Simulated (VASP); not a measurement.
Wanted: the native input for a VASP 6.6.1 run.

| Quantity | Value |
| --- | --- |
| Task | band structure |
| Functional | PBE |
| Potentials or basis | VASP PAW PBE potentials, release 64 (Hg, Te) |
| Cutoff | 520 eV |
| k mesh | 6 × 6 × 6 |
| Occupations | gaussian, width 0.03 eV |
| Spin | spin-orbit coupling, no magnetisation |
| Further INCAR settings | ALGO = Normal; EDIFF = 1e-07; NBANDS = 30 |

The structure of HgTe (Coloradoite) lies in POSCAR:

```
HgTe                                    
1.0
    0.0000000000      3.2580088205      3.2580088205
    3.2580088205      0.0000000000      3.2580088205
    3.2580088205      3.2580088205      0.0000000000
  Hg              Te            
     1     1
Direct
     0.0000000000000000    0.0000000000000000    0.0000000000000000
     0.2500000000000000    0.2500000000000000    0.2500000000000000
```

One way to write it, as run:

INCAR

```
SYSTEM = HgTe
  PREC = Accurate
  ENCUT = 520
  EDIFF = 1E-7
  ISMEAR = 0
  SIGMA = 0.03
  LREAL = .False.
  LASPH = .True.
  NELM = 80
  ALGO = Normal
  ISIF = 2
  LWAVE = .False.
  LCHARG = .False.
  MAGMOM = 0 0 0 0 0 0
  LORBIT = 11
  LSORBIT = .True.
  GGA_COMPAT = .False.
  GGA = PE
  NBANDS = 30
```

KPOINTS

```
regular mesh
0
Gamma
  6 6 6
  0 0 0
```

KPOINTS_OPT

```
explicit points
202
Reciprocal
 0.0000000000  0.0000000000  0.0000000000 1
 0.0555555556  0.0000000000  0.0555555556 1
 0.1111111111  0.0000000000  0.1111111111 1
 0.1666666667  0.0000000000  0.1666666667 1
 0.2222222222  0.0000000000  0.2222222222 1
 0.2777777778  0.0000000000  0.2777777778 1
[... 194 lines left out ...]
 0.5126615400  0.0253230800  0.5126615400 1
 0.4873384600 -0.0253230800  0.4873384600 1
```

Potentials or basis: VASP PAW PBE potentials, release 64 (Hg, Te).

Launch:

```bash
$ cat potpaw_PBE.64/Hg/POTCAR potpaw_PBE.64/Te/POTCAR > POTCAR
$ mpirun -np 1 vasp_ncl > vasp.out
```

Results of the run:

| Property | Result |
| --- | --- |
| Pressure | 2.4 GPa |
| Valence electrons inside the program's atomic spheres | Hg 10.52; Te 3.37 |

Run time: 6.7 min on 1 thread of Intel(R) Xeon(R) Platinum 8488C (Sapphire Rapids), with other jobs on the host, peak memory 0.4 GiB.
